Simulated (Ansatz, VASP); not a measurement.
**As: VASP beside Ansatz**

```
CELL_PARAMETERS angstrom
2.91816 0.00000 0.00000
-1.45908 2.52720 0.00000
0.00000 0.00000 9.93181
ATOMIC_POSITIONS crystal
As 0.00000 0.00000 0.00000
As 0.00000 0.00000 0.50000
As 0.33333 0.66667 0.25000
As 0.66667 0.33333 0.75000
```

Alike in both runs: task single point; functional r2SCAN; k mesh 14 × 14 × 4; occupations fermi-dirac, width 0.1 eV; no spin polarisation.

|  | VASP | Ansatz |
| --- | --- | --- |
| version | VASP 6.6.1 | Ansatz 0.2.0 |
| potentials or method | VASP PAW PBE potentials, release 64 (As) | plane waves (500 eV) with PAW, scalar-relativistic |
| plane-wave cutoff (eV) | 520 | 500 |
| valence electrons in the cell | 20 | 60 |

|  | VASP | Ansatz | Ansatz less VASP |
| --- | --- | --- | --- |
| pressure (GPa) | 3.4 | 3.5 | +0.08 |
| largest component of the traceless stress (GPa) | 0.66 | 0.67 | +0.015 |

The two sets of potentials don't hold the same shells in valence.

Caveats: the PAW data sets were made with another functional, which shifts forces and pressure a little (VASP).
